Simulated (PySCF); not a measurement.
An unknown gives this computed stick spectrum. Method: TDDFT CAM-B3LYP/def2-SVPD, vertical, gas phase, core orbitals frozen in the response (PySCF). Geometries: PBE0-D3(BJ)/def2-SVP, one conformer each.

```csv
state,E (eV),f
S1,4.78,0.0036
S2,5.41,0.0006
S3,5.83,0.121
S4,6.53,0.0001
S5,7.64,0.044
S6,7.87,0.023
S7,8.10,0.368
S8,8.22,0.139
S9,8.62,0.068
S10,8.81,0.0086
```

Triplets computed (Tamm–Dancoff): 3.82, 3.99, 5.00, 5.52 eV.

Question: Which candidate is it?
A. Z-propargylimine, `[H]/N=C\C#C`
B. hydroxyketene, `O=C=CO`
C. propanoic acid, `CCC(=O)O`

Answer: A. Its S1 lies at 4.78 eV; the nearest of the others has S1 at 5.97 eV. S1 is HOMO-1→LUMO (97%). Löwdin shares by element: HOMO carbon 73%, nitrogen 22%; LUMO carbon 60%, nitrogen 30%. At the same level the other candidates give, for their lowest levels:
- `O=C=CO`: 3.01 eV (f 0.000); 5.95 eV (f 0.010); 6.56 eV (f 0.004); 6.68 eV (f 0.005); 7.34 eV (f 0.003); T1 2.60 eV; HOMO -8.17, LUMO -0.47 eV
- `CCC(=O)O`: 5.97 eV (f 0.000); 7.61 eV (f 0.057); 8.41 eV (f 0.035); 8.51 eV (f 0.003); 8.89 eV (f 0.118); T1 5.46 eV; HOMO -9.74, LUMO 1.05 eV
